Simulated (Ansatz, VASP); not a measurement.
**AgCl in VASP and in Ansatz**

```
Ag Cl
1.0
     3.62513    0.00000    0.00000
     0.00000    3.62513    0.00000
     0.00000    0.00000    3.08136
Ag Cl
1 1
Direct
  0.00000 0.00000 0.00000
  0.50000 0.50000 0.50000
```

Alike in both runs: task single point; functional PBEsol; k mesh 12 × 12 × 12; occupations gaussian, width 0.05 eV; no spin polarisation.

|  | VASP | Ansatz |
| --- | --- | --- |
| version | VASP 6.6.1 | Ansatz 0.2.0 |
| potentials or method | VASP PAW PBE potentials, release 64 (Ag, Cl) | scalar-relativistic, plane waves, PAW |
| plane-wave cutoff (eV) | 520 | 420 |
| valence electrons in the cell | 18 | 26 |

```tsv
	VASP	Ansatz	Ansatz less VASP
gap on the k mesh at the Fermi level (eV)	none	none	-
pressure (GPa)	-4.2	-4.1	+0.10
largest component of the traceless stress (GPa)	6.56	6.55	-0.012
```

A gap of «none» marks a metal or a gap that the smearing closes. The two sets of potentials don't hold the same shells in valence.

Caveats: the PAW data sets were made with another functional, which shifts forces and pressure a little (VASP).
